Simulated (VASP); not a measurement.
Set up this calculation in VASP 6.6.1, as an ASE script.

| Item | Value |
| --- | --- |
| Task | single point |
| Functional | PBE |
| Potentials or basis | VASP PAW PBE potentials, release 54 (Y_sv, N) |
| Cutoff | 520 eV |
| k mesh | 9 × 9 × 9 |
| Occupations | gaussian, width 0.1 eV |
| Spin | no spin polarisation |
| Further INCAR settings | ALGO = Normal; EDIFF = 1.00e-07 |

The structure of YN lies in POSCAR:

```
YN
1.0
    0.0000000000      2.4385000000      2.4385000000
    2.4385000000      0.0000000000      2.4385000000
    2.4385000000      2.4385000000      0.0000000000
Y N
1 1
Direct
    0.0000000000      0.0000000000      0.0000000000
    0.5000000000      0.5000000000      0.5000000000
```

These files were run (other wordings do the same):

run.py

```python
from ase.calculators.vasp import Vasp
from ase.dft.bandgap import bandgap
from ase.io import read

atoms = read('POSCAR')
calc = Vasp(
    directory='calc',
    xc='pbe',
    pp='PBE',
    setups='recommended',
    pp_version='54',
    prec='Accurate',
    encut=520,
    ediff=1e-07,
    ismear=0,
    sigma=0.1,
    lreal=False,
    lasph=True,
    nelm=60,
    algo='Normal',
    isif=2,
    lwave=False,
    lcharg=True,
    lelf=True,
    lvhar=True,
    kpts=[9, 9, 9],
    gamma=True,
)
atoms.calc = calc

print('energy (eV):', atoms.get_potential_energy())
print('free energy (eV):', atoms.get_potential_energy(force_consistent=True))
print('forces (eV/A):')
print(atoms.get_forces())
print('stress (eV/A^3, Voigt):', atoms.get_stress())
print('Fermi level (eV):', calc.get_fermi_level())
gap, top, bottom = bandgap(calc)
print('band gap (eV):', gap, 'from (spin, k, band)', top, 'to', bottom)
```

Potentials or basis: VASP PAW PBE potentials, release 54 (Y_sv, N).

Launch:

```sh
$ python run.py
```

Results of the run:

| Property | Result |
| --- | --- |
| Pressure | 2.8 GPa |
| Band gap on the k mesh | 0.24 eV, indirect (least direct gap 0.64 eV) |

Caveat: an odd mesh through Γ misses points on the zone boundary, where band edges often lie.

It took 13 s on 1 thread of Intel(R) Xeon(R) 6975P-C (Granite Rapids) (shared host), peak memory 0.17 GiB.
